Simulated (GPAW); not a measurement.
BaZrO3:

```
Ba Zr O
1.0
     4.19134    0.00000    0.00000
     0.00000    4.19134    0.00000
     0.00000    0.00000    4.19134
Ba Zr O
1 1 3
Direct
  0.00000 0.00000 0.00000
  0.50000 0.50000 0.50000
  0.50000 0.50000 0.00000
  0.50000 0.00000 0.50000
  0.00000 0.50000 0.50000
```

Base run:

* Program: GPAW 26.7.0
* Functional: PBEsol
* Potentials or basis: PAW data sets generated in the run's folder for this functional
* Cutoff: 800 eV
* Basis: pw
* k mesh: 6 × 6 × 6
* Occupations: fermi-dirac, width 0.05 eV
* Spin: no spin polarisation

Its results: band gap on the k mesh 3.11 eV, indirect (least direct gap 3.33 eV); pressure -1.5 GPa.

Task: The run is repeated on the same cell with these changes: functional from PBEsol to LDA; potentials or basis from PAW data sets generated in the run's folder for this functional to the program's PAW data sets (release 1.2.1) made for this functional. What comes out?

Result: Band gap on the k mesh 3.09 eV, indirect (least direct gap 3.31 eV); pressure -5.9 GPa.

Caveats: spin-orbit coupling is left out, which moves the levels of the heavy elements.

Not every run made on this cell is shown here.
